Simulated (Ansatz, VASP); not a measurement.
# ZnSi53N72 (Zn_Si): VASP beside Ansatz

One calculation is typed for both programs; each brings its own data sets. How far apart do they land? Of the first pair: The structure shown is the start of the Ansatz relaxation below; VASP solves that cell, so the two are compared at the walk's first step.

Calculated with Ansatz 0.2.0; plane waves, with VASP 6.6.1 beside it; single point at PBEsol.

### 1. The structure

The cell holds 126 atoms: 53 Si, 72 N and 1 Zn. Cell: a = 13.206 Å, b = 13.206 Å, c = 8.731 Å, α = 90.0°, β = 90.0°, γ = 120.0°. It derives from Si3N4 (Si3N4 (P6_3/m)). Nearest the centre at fractional (0.353, 0.473, 0.583): Zn126 at 0.05 Å, N84 at 1.69 Å, N79 at 1.70 Å, N88 at 1.74 Å, N112 at 1.78 Å, Si2 at 2.91 Å, Si37 at 2.94 Å, Si31 at 2.96 Å. The cell carries charge −1.

### 2. Ansatz: relaxation, PBEsol

Ansatz runs on its PAW soft_1 files.

The two programs are compared at the cell with which this relaxation starts, whose forces are those of its first step.

input.yaml

```yaml
crystal:
  lattice:
    - [11.43668588, 6.60297367, 0.0]
    - [-11.43668588, 6.60297367, 0.0]
    - [0.0, 0.0, 2.91025578]
  atoms:
    - { symbol: Si, position: [0.01950046, 0.80655545, 0.75] }
    - { symbol: Si, position: [0.3528338, 0.47322211, 0.75] }
    - { symbol: Si, position: [0.68616713, 0.13988878, 0.75] }
    - { symbol: Si, position: [0.21294502, 0.01950046, 0.25] }
    - { symbol: Si, position: [0.54627835, 0.68616713, 0.25] }
    - { symbol: Si, position: [0.87961168, 0.3528338, 0.25] }
    - { symbol: Si, position: [0.13988878, 0.45372165, 0.25] }
    - { symbol: Si, position: [0.47322211, 0.12038832, 0.25] }
    - { symbol: Si, position: [0.80655545, 0.78705498, 0.25] }
    - { symbol: Si, position: [0.19344455, 0.21294502, 0.75] }
    - { symbol: Si, position: [0.52677789, 0.87961168, 0.75] }
    - { symbol: Si, position: [0.86011122, 0.54627835, 0.75] }
    - { symbol: Si, position: [0.12038832, 0.6471662, 0.75] }
    - { symbol: Si, position: [0.45372165, 0.31383287, 0.75] }
    - { symbol: Si, position: [0.78705498, 0.98049954, 0.75] }
    - { symbol: Si, position: [0.31383287, 0.86011122, 0.25] }
    - { symbol: Si, position: [0.6471662, 0.52677789, 0.25] }
    - { symbol: Si, position: [0.98049954, 0.19344455, 0.25] }
    - { symbol: "N", position: [0.0, 0.66666667, 0.75] }
    - { symbol: "N", position: [0.33333333, 0.33333333, 0.75] }
    - { symbol: "N", position: [0.66666667, 0.0, 0.75] }
    - { symbol: "N", position: [0.0, 0.33333333, 0.25] }
    - { symbol: "N", position: [0.33333333, 0.0, 0.25] }
    - { symbol: "N", position: [0.66666667, 0.66666667, 0.25] }
    - { symbol: "N", position: [0.21345843, 0.45653274, 0.75] }
    - { symbol: "N", position: [0.54679176, 0.12319941, 0.75] }
    - { symbol: "N", position: [0.8801251, 0.78986608, 0.75] }
    - { symbol: "N", position: [0.09025902, 0.8801251, 0.25] }
    - { symbol: "N", position: [0.42359235, 0.54679176, 0.25] }
    - { symbol: "N", position: [0.75692569, 0.21345843, 0.25] }
    - { symbol: "N", position: [0.12319941, 0.57640765, 0.25] }
    - { symbol: "N", position: [0.45653274, 0.24307431, 0.25] }
    - { symbol: "N", position: [0.78986608, 0.90974098, 0.25] }
    - { symbol: "N", position: [0.21013392, 0.09025902, 0.75] }
    - { symbol: "N", position: [0.54346726, 0.75692569, 0.75] }
    - { symbol: "N", position: [0.87680059, 0.42359235, 0.75] }
    - { symbol: "N", position: [0.1198749, 0.21013392, 0.25] }
    - { symbol: "N", position: [0.45320824, 0.87680059, 0.25] }
    - { symbol: "N", position: [0.78654157, 0.54346726, 0.25] }
    - { symbol: "N", position: [0.24307431, 0.78654157, 0.75] }
    - { symbol: "N", position: [0.57640765, 0.45320824, 0.75] }
    - { symbol: "N", position: [0.90974098, 0.1198749, 0.75] }
  supercell: [1, 1, 3]
  defects: [{ substitution: { at: 43, symbol: Zn } }]
total_charge: -1
basis:
  ecutwfc: 420
  xc_grid: 2
hamiltonian:
  xc: pbesol
  pseudopotentials: { kind: paw, azcp: { folder: soft_1 }, xc_functional: pbe }
kpoints:
  mp_grid: { grid: [1, 1, 1], shift: [0.25, 0.25, 0.25] }
magnetization:
  spin_polarized: true
  initial_magnetization: 1
  spin_locking: { lock_magnetization: hard }
scf:
  occupations: { method: fixed }
  max_iter: 100
output:
  forces: true
  charged_corrections: { epsilon: [4.29, 4.29, 4.37], static_epsilon: [8.29, 8.29, 8.25] }
relax:
  f_tol: 0.02
  max_steps: 80
  random_displacement: { amplitude: 0.05, seed: 6180 }
checkpoint:
  write: "../qm1_M1.relax.run"
  compress: false
  write_wavefunctions: true
  write_every: 100000
```

On the command line:

```sh
> ansatz run input.yaml --threads 4 --pin off --max-ram 15073MiB --backend cpu --events-out ev --progress --plain --runs-dir out
```

Numbers of over 12 decimals in the logs are rounded to 6 here.

What it wrote:

```text
Engine: ansatz 0.2.0, aarch64-unknown-linux-gnu
Pseudopotentials: kind: paw
Pseudopotential: Si, paw, valence charge 4, recommended cutoff 420 eV (normal), soft_1/Si.paw.azcp
Pseudopotential: N, paw, valence charge 5, recommended cutoff 420 eV (normal), soft_1/N.paw.azcp
Pseudopotential: Zn, paw, valence charge 12, recommended cutoff 420 eV (normal), soft_1/Zn.paw.azcp
Functional definition: PBEsol
  exchange = pbesol_x
  correlation = pbesol_c
Crystal: 126 atoms, lattice volume = 1318.628 Å³
Basis set: ecut = 420 eV, 25805 PW (Γ), exchange–correlation on 180×180×120 points (8 copies of the dense FFT grid, shifted against one another)
Bands: 419, of which v1, the nominal top of the filled ones, is band 293 counted from 1 (292 counted from 0)
Symmetry: 1 space group operations
k-points: 1
Non-local potential: Si, projectors of the file, l = 0: 2, l = 1: 2, l = 2: 1
Non-local potential: N, projectors of the file, l = 0: 2, l = 1: 2, l = 2: 1
Non-local potential: Zn, projectors of the file, l = 0: 2, l = 1: 2, l = 2: 3, l = 3: 1
PAW form: soft (Blöchl's): semilocal exchange-correlation on the pseudo side does not see the compensation charge
PAW frozen core: Si, regenerated for the run's functional, and the local potential with it (the file was generated under x = pbe(κ = 0.804, μ = 0.219515), c = pbe(β = 0.066725))
PAW frozen core: N, regenerated for the run's functional, and the local potential with it (the file was generated under x = pbe(κ = 0.804, μ = 0.219515), c = pbe(β = 0.066725))
PAW frozen core: Zn, regenerated for the run's functional, and the local potential with it (the file was generated under x = pbe(κ = 0.804, μ = 0.219515), c = pbe(β = 0.066725))
PAW one-centre angular grid: Si, 110 points (default); XC on 64 Gauss nodes
PAW one-centre angular grid: N, 110 points (default); XC on 64 Gauss nodes
PAW one-centre angular grid: Zn, 590 points (default); XC on 64 Gauss nodes
Initial density: superposition of atomic densities (chi_scale 0.1, normalization cell, long waves kept (reshape's long-wave potential 0.30 eV rms))
Starting moments: Σ|m| = 1 μB on 126 of 126 sites
Initial wavefunctions: pseudopotential atomic-orbital guess
Functional: x = pbesol(κ = 0.804, μ = 0.123457), c = pbesol(β = 0.046)
SCF iter   1: F=—  HF=-63697.753820 eV  |F-HF|=—  |Δ(HF+E_count)|=         —  Δρ=7.34e-2 (↑7.34e-2 ↓7.28e-2)  dr2=3.08e2  dr2_m=2.13e-2  M=1.000 μB ∫|m|=1.008 μB  β_m=0.30  ethr=3.10e-3  ⟨swp⟩=7.0  Hψ=3338  notcnv=0  defer=242
preconditioner: auto → Resta (q_TF=auto, 2.383 Å⁻¹)  ε∞=3.6  [insulator: Δε(μ)=0.028 eV  Ē_g=15.348 eV  n_scr=282 (ndim 8)  ℏωp=24.7 eV  f_vac=0.011  ε∞_Penn≈3.6]
spin=Collinear: Resta preconditioning applied to the charge; magnetization (m = ρ↑ − ρ↓) channel mixes plain (no charge-response kernel on spin).
SCF iter   2: F=—  HF=-63624.944361 eV  |F-HF|=—  |Δ(HF+E_count)|=    7.28e1  Δρ=3.79e-2 (↑3.76e-2 ↓3.79e-2)  dr2=7.70e1  dr2_m=2.29e-1  M=1.000 μB ∫|m|=1.057 μB  β_m=0.44  ethr=3.10e-3  ⟨swp⟩=4.0  Hψ=1455  notcnv=0  defer=246
SCF iter   3: F=—  HF=-63604.063780 eV  |F-HF|=—  |Δ(HF+E_count)|=    2.09e1  Δρ=1.73e-2 (↑1.48e-2 ↓1.73e-2)  dr2=8.86e0  dr2_m=1.79e-1  M=1.000 μB ∫|m|=1.351 μB  β_m=0.52  ethr=3.10e-3  ⟨swp⟩=3.5  Hψ=1315  notcnv=0  defer=246
SCF iter   4: F=—  HF=-63603.054532 eV  |F-HF|=—  |Δ(HF+E_count)|=    1.01e0  Δρ=1.09e-2 (↑7.51e-3 ↓1.09e-2)  dr2=3.27e0  dr2_m=1.06e-1  M=1.000 μB ∫|m|=1.098 μB  β_m=0.52  ethr=1.51e-3  ⟨swp⟩=4.0  Hψ=1190  notcnv=0  defer=247
SCF iter   5: F=—  HF=-63602.600694 eV  |F-HF|=—  |Δ(HF+E_count)|=   4.54e-1  Δρ=3.14e-3 (↑1.87e-3 ↓3.14e-3)  dr2=2.42e-1  dr2_m=2.38e-2  M=1.000 μB ∫|m|=1.093 μB  β_m=0.52  ethr=5.60e-4  ⟨swp⟩=2.5  Hψ=1304  notcnv=0  defer=248
SCF iter   6: F=—  HF=-63602.608836 eV  |F-HF|=—  |Δ(HF+E_count)|=   8.14e-3  Δρ=2.32e-3 (↑8.71e-4 ↓2.32e-3)  dr2=1.22e-1  dr2_m=1.38e-2  M=1.000 μB ∫|m|=1.088 μB  β_m=0.67  ethr=4.14e-5  ⟨swp⟩=3.0  Hψ=1056  notcnv=0  defer=249
SCF iter   7: F=—  HF=-63602.630446 eV  |F-HF|=—  |Δ(HF+E_count)|=   2.16e-2  Δρ=2.11e-3 (↑5.98e-4 ↓2.11e-3)  dr2=9.05e-2  dr2_m=1.14e-2  M=1.000 μB ∫|m|=1.087 μB  β_m=0.56  ethr=2.08e-5  ⟨swp⟩=3.0  Hψ=1054  notcnv=0  defer=249
SCF iter   8: F=—  HF=-63602.628293 eV  |F-HF|=—  |Δ(HF+E_count)|=   2.15e-3  Δρ=1.41e-3 (↑2.76e-4 ↓1.41e-3)  dr2=3.63e-2  dr2_m=5.59e-3  M=1.000 μB ∫|m|=1.083 μB  β_m=0.55  ethr=1.55e-5  ⟨swp⟩=2.5  Hψ=1085  notcnv=0  defer=249
SCF iter   9: F=—  HF=-63602.628577 eV  |F-HF|=—  |Δ(HF+E_count)|=   2.84e-4  Δρ=6.72e-4 (↑1.16e-4 ↓6.72e-4)  dr2=9.54e-3  dr2_m=1.30e-3  M=1.000 μB ∫|m|=1.083 μB  β_m=0.76  ethr=6.21e-6  ⟨swp⟩=2.0  Hψ=950  notcnv=0  defer=249
SCF iter  10: F=—  HF=-63602.629759 eV  |F-HF|=—  |Δ(HF+E_count)|=   1.18e-3  Δρ=4.64e-4 (↑9.70e-5 ↓4.64e-4)  dr2=4.38e-3  dr2_m=5.50e-4  M=1.000 μB ∫|m|=1.084 μB  β_m=0.59  ethr=1.63e-6  ⟨swp⟩=2.5  Hψ=1046  notcnv=0  defer=249
[...]
- { symbol: N, position: [0.333792, 0.334110, 0.251622] }
    - { symbol: N, position: [0.668056, 0.00210672, 0.250077] }
    - { symbol: N, position: [-0.00025403, 0.333839, 0.083382] }
    - { symbol: N, position: [0.333403, 0.000245664, 0.083332] }
    - { symbol: N, position: [0.666770, 0.667008, 0.083373] }
    - { symbol: N, position: [0.211652, 0.455221, 0.250344] }
    - { symbol: N, position: [0.546414, 0.122135, 0.249281] }
    - { symbol: N, position: [0.881478, 0.791749, 0.249460] }
    - { symbol: N, position: [0.091189, 0.880521, 0.083376] }
    - { symbol: N, position: [0.422396, 0.547738, 0.083338] }
    - { symbol: N, position: [0.756824, 0.214907, 0.083398] }
    - { symbol: N, position: [0.122555, 0.576427, 0.083317] }
    - { symbol: N, position: [0.456605, 0.243483, 0.083441] }
    - { symbol: N, position: [0.791620, 0.911133, 0.083395] }
    - { symbol: N, position: [0.210505, 0.090251, 0.250537] }
    - { symbol: N, position: [0.550559, 0.763197, 0.247747] }
    - { symbol: N, position: [0.875509, 0.423990, 0.249788] }
    - { symbol: N, position: [0.120212, 0.209982, 0.083404] }
    - { symbol: N, position: [0.454032, 0.878179, 0.083319] }
    - { symbol: N, position: [0.787069, 0.545218, 0.083377] }
    - { symbol: N, position: [0.243549, 0.786532, 0.249604] }
    - { symbol: N, position: [0.578125, 0.453178, 0.249822] }
    - { symbol: N, position: [0.909845, 0.120408, 0.249532] }
    - { symbol: Si, position: [0.020687, 0.806424, 0.583382] }
    - { symbol: Zn, position: [0.356632, 0.476157, 0.583307] }
    - { symbol: Si, position: [0.685651, 0.139874, 0.583393] }
    - { symbol: Si, position: [0.212245, 0.017620, 0.416348] }
    - { symbol: Si, position: [0.548841, 0.688359, 0.413951] }
    - { symbol: Si, position: [0.878337, 0.353052, 0.416274] }
    - { symbol: Si, position: [0.137748, 0.453346, 0.417612] }
    - { symbol: Si, position: [0.473243, 0.119224, 0.416148] }
    - { symbol: Si, position: [0.808982, 0.789190, 0.416985] }
    - { symbol: Si, position: [0.191157, 0.208134, 0.583366] }
    - { symbol: Si, position: [0.527634, 0.878994, 0.583313] }
    - { symbol: Si, position: [0.859826, 0.546814, 0.583366] }
    - { symbol: Si, position: [0.120072, 0.646122, 0.583358] }
    - { symbol: Si, position: [0.456233, 0.312471, 0.583460] }
    - { symbol: Si, position: [0.787683, 0.981478, 0.583384] }
    - { symbol: Si, position: [0.314406, 0.859313, 0.416640] }
    - { symbol: Si, position: [0.646796, 0.528405, 0.416969] }
    - { symbol: Si, position: [0.980210, 0.194228, 0.416280] }
    - { symbol: N, position: [4.924476354417617e-6, 0.666529, 0.583390] }
[...]
- { symbol: Si, position: [0.019647, 0.806428, 0.917559] }
    - { symbol: Si, position: [0.353561, 0.476610, 0.915740] }
    - { symbol: Si, position: [0.686513, 0.140989, 0.917003] }
    - { symbol: Si, position: [0.212260, 0.017623, 0.750395] }
    - { symbol: Si, position: [0.548795, 0.688324, 0.752583] }
    - { symbol: Si, position: [0.878381, 0.353066, 0.750470] }
    - { symbol: Si, position: [0.137777, 0.453303, 0.749002] }
[...]
- { symbol: Si, position: [0.528589, 0.881251, 0.917258] }
    - { symbol: Si, position: [0.859737, 0.547019, 0.916669] }
    - { symbol: Si, position: [0.119998, 0.647431, 0.917242] }
    - { symbol: Si, position: [0.454923, 0.314807, 0.916287] }
    - { symbol: Si, position: [0.787489, 0.981081, 0.916977] }
    - { symbol: Si, position: [0.314407, 0.859313, 0.750033] }
    - { symbol: Si, position: [0.646834, 0.528422, 0.749784] }
    - { symbol: Si, position: [0.980215, 0.194228, 0.750483] }
[...]
- { symbol: N, position: [0.550662, 0.763230, 0.918827] }
    - { symbol: N, position: [0.875501, 0.423989, 0.916963] }
    - { symbol: N, position: [0.118376, 0.207966, 0.750137] }
    - { symbol: N, position: [0.454107, 0.877028, 0.750241] }
    - { symbol: N, position: [0.786833, 0.544738, 0.750023] }
    - { symbol: N, position: [0.243552, 0.786523, 0.917062] }
    - { symbol: N, position: [0.578090, 0.453221, 0.916932] }
    - { symbol: N, position: [0.909849, 0.120395, 0.917240] }
```

Reading the cycles: dr2 is the Hartree energy of the density residual (eV), the measure of convergence; HF is the Harris–Foulkes estimate of the energy, which meets the free energy F at convergence.

### 3. VASP: single point, PBEsol, start cell, pair 1

The same cell, functional and mesh now go to VASP, with its own data sets.

Lines of VASP's logs that name or quote its potential files are left out, and so is its time.

INCAR

```
SYSTEM = ZnSi53N72
PREC = Accurate
ENCUT = 520
EDIFF = 1E-06
NELM = 200
ISMEAR = 0
SIGMA = 0.01
LREAL = Auto
ALGO = Normal
GGA = PS
NELECT = 585
NBANDS = 384
ISPIN = 2
MAGMOM = -0 0 0 -0 -0 -0 -0 -0 -0 -0 0 -0 -0 0 0 -0 -0 -0 0 0 0 -0 0 0 -0 0 0 0 -0 -0 -0 0 -0 -0 -0 -0 0 0 0 -0 0 0 -0 0 -0 0 -0 -0 0 0 -0 -0 0 0 0.07 0 0.01 0 0 0 0 0 0 0.01 0 0 0 0 0 0 0 0 0 0 0 0 0 0 0.21 0 0.01 0 0.01 0.05 0 0 0 0.04 0 0 0.01 0 0 0.01 0 0.01 0 0 0 0 0 0 0.06 0 0.01 0 0.01 0 0 0 0 0.04 0 0 0.01 0 0 0 0 0.01 0 0 0 0 0 0.04
LORBIT = 11
LWAVE = .FALSE.
LCHARG = .FALSE.
ISIF = 2
ISYM = 0
NUPDOWN = 1
LASPH = .TRUE.
GGA_COMPAT = .FALSE.
NCORE = 4
```

POSCAR

```
ZnSi53N72
1.0
   11.4366858822      6.6029736727      0.0000000000
  -11.4366858822      6.6029736727      0.0000000000
    0.0000000000      0.0000000000      8.7307673276
Si N Zn
53 72 1
Direct
    0.0161260834      0.8067325662      0.2476962126
    0.3513015100      0.4689192372      0.2496124245
[... 7 atom lines left out ...]
    0.1962252374      0.2143004037      0.2455810491
[... 3 atom lines left out ...]
    0.4576229029      0.3161260552      0.2474675958
[... 7 atom lines left out ...]
    0.5439669663      0.6863381057      0.4210942592
[... 1 atom line left out ...]
    0.1398933674      0.4538453319      0.4109426887
[... 2 atom lines left out ...]
    0.1925714412      0.2140382370      0.5884455292
    0.5284716374      0.8798604961      0.5885348684
[... 1 atom line left out ...]
    0.1240846339      0.6510212886      0.5837051669
    0.4513161552      0.3147870054      0.5798368929
[... 2 atom lines left out ...]
    0.6504871575      0.5263097503      0.4185392719
    0.9763007282      0.1903021362      0.4169048222
[... 1 atom line left out ...]
    0.3556487751      0.4730887410      0.9203771786
[... 2 atom lines left out ...]
    0.5462114678      0.6833948281      0.7539532040
[... 1 atom line left out ...]
    0.1359995864      0.4517286391      0.7473852819
[... 2 atom lines left out ...]
    0.1958459210      0.2110557468      0.9156383053
[... 3 atom lines left out ...]
    0.4540932691      0.3105505490      0.9144212302
[... 2 atom lines left out ...]
    0.6483564060      0.5281575989      0.7446187438
    0.9765712394      0.1899092559      0.7491808858
[... 1 atom line left out ...]
    0.3360722852      0.3334707448      0.2459440184
[... 4 atom lines left out ...]
    0.2157623889      0.4587228084      0.2546068308
[... 3 atom lines left out ...]
    0.4215880033      0.5455589696      0.0884109003
[... 5 atom lines left out ...]
    0.5457584390      0.7590794155      0.2453670931
[... 5 atom lines left out ...]
    0.5787495782      0.4537302313      0.2452648112
[... 2 atom lines left out ...]
    0.3338608848      0.3358376812      0.5787688310
[... 1 atom line left out ...]
    0.0003212966      0.3357951427      0.4211948231
[... 1 atom line left out ...]
    0.6665954272      0.6640139975      0.4125291472
    0.2177785840      0.4582597014      0.5839179775
[... 3 atom lines left out ...]
    0.4272483609      0.5488026306      0.4197947171
[... 1 atom line left out ...]
    0.1225387383      0.5798005757      0.4172430513
    0.4586801789      0.2423206473      0.4125140282
[... 1 atom line left out ...]
    0.2085929582      0.0912387689      0.5879931061
    0.5424406206      0.7596292385      0.5860374934
[... 1 atom line left out ...]
    0.1183453936      0.2058230956      0.4165486106
[... 3 atom lines left out ...]
    0.5796936373      0.4523595463      0.5830797923
[... 2 atom lines left out ...]
    0.3343798587      0.3331360543      0.9221191790
[... 1 atom line left out ...]
    0.9985079081      0.3340631589      0.7548982527
[... 1 atom line left out ...]
    0.6698853871      0.6707522466      0.7490042690
    0.2173876435      0.4601536011      0.9164955037
[... 3 atom lines left out ...]
    0.4275635789      0.5499715924      0.7515727718
[... 1 atom line left out ...]
    0.1240068982      0.5733688946      0.7521365252
    0.4547515092      0.2420362152      0.7447747438
[... 2 atom lines left out ...]
    0.5459294743      0.7566858966      0.9124900139
[... 1 atom line left out ...]
    0.1236007698      0.2102694088      0.7485336345
[... 3 atom lines left out ...]
    0.5801971609      0.4544756000      0.9193603149
[... 1 atom line left out ...]
    0.3520444637      0.4739087008      0.5887233971
```

KPOINTS

```
Points of the shifted mesh
1
Reciprocal
 0.2500000000  0.2500000000  0.2500000000 1
```

The projector-augmented-wave data sets are Si, N and Zn (PBE family, release 64).

On the command line:

```sh
> mpirun -np 16 vasp_std
```

What it wrote:

```text
[banner, memory and clock lines left out]
running   16 mpi-ranks, on    1 nodes
[...]
|                                                                             |
|               ----> ADVICE to this user running VASP <----                  |
|                                                                             |
|     You enforced a specific xc type in the INCAR file but a different       |
|     [... a line on the potential file left out ...]
|     I HOPE YOU KNOW WHAT YOU ARE DOING!                                     |
|                                                                             |

 LDA part: xc-table for (Slater+PW92), standard interpolation
 POSCAR, INCAR and KPOINTS ok, starting setup
[...]
entering main loop
       N       E                     dE             d eps       ncg     rms          rms(c)
DAV:   1     0.311013781026E+04    0.31101E+04   -0.28546E+05  1544   0.143E+03
DAV:   2    -0.838102041652E+03   -0.39482E+04   -0.37661E+04  1848   0.319E+02
DAV:   3    -0.119276389410E+04   -0.35466E+03   -0.35024E+03  1840   0.103E+02
DAV:   4    -0.120450829805E+04   -0.11744E+02   -0.11677E+02  1872   0.212E+01
DAV:   5    -0.120490312754E+04   -0.39483E+00   -0.39438E+00  2080   0.357E+00BRMIX: very serious problems
 the old and the new charge density differ
 old charge density:   584.00000 new  585.00000
    0.898E+01
DAV:   6    -0.106129985434E+04    0.14360E+03   -0.52263E+02  2184   0.552E+01    0.442E+01
DAV:   7    -0.106025029125E+04    0.10496E+01   -0.65836E+01  2256   0.413E+01    0.223E+01
DAV:   8    -0.105945649925E+04    0.79379E+00   -0.10659E+01  2200   0.251E+01    0.126E+01
DAV:   9    -0.105988235994E+04   -0.42586E+00   -0.64658E+00  2264   0.497E+00    0.667E+00
[...]
DAV:  23    -0.105965333360E+04   -0.30254E-05   -0.61959E-06  1648   0.680E-03    0.129E-02
DAV:  24    -0.105965333569E+04   -0.20878E-05   -0.48389E-06  1408   0.406E-03    0.472E-03
DAV:  25    -0.105965333625E+04   -0.55988E-06   -0.20968E-06  1248   0.390E-03
   1 F= -.10596533E+04 E0= -.10596533E+04  d E =-.875972E-09  mag=     1.0000
```

Parts of OUTCAR (step 3):

```text
 magnetization (x)
# of ion       s       p       d       tot
------------------------------------------
    1       -0.000   0.000   0.000   0.000
    2       -0.001  -0.001   0.000  -0.002
    3        0.000   0.000   0.000   0.000
    4       -0.000   0.000   0.000   0.000
    5       -0.000   0.000   0.000  -0.000
    6       -0.000   0.000   0.000   0.000
[...]
124        0.000   0.002   0.000   0.003
  125       -0.000   0.000   0.000   0.000
  126       -0.004   0.019   0.164   0.180
--------------------------------------------------
tot          0.033   0.554   0.164   0.751
```

The cell is charged against a uniform background. The PAW data sets were made with PBE, which is usual practice but a small mismatch for other functionals.

(Continued in part 2 of 2.)

[Lines on the potential files, build, host, timing and source positions are cut from VASP's logs without a mark.]

[Logs are printed without paths, hosts, clocks, repeated set-up lines and the standing remarks that a program may print on its own settings, such as how far it seeks lower states.]

[Hosts, paths, dates, database ids (printed as entryN), source tags and the programs' standing remarks are cut or masked in the printed files.]
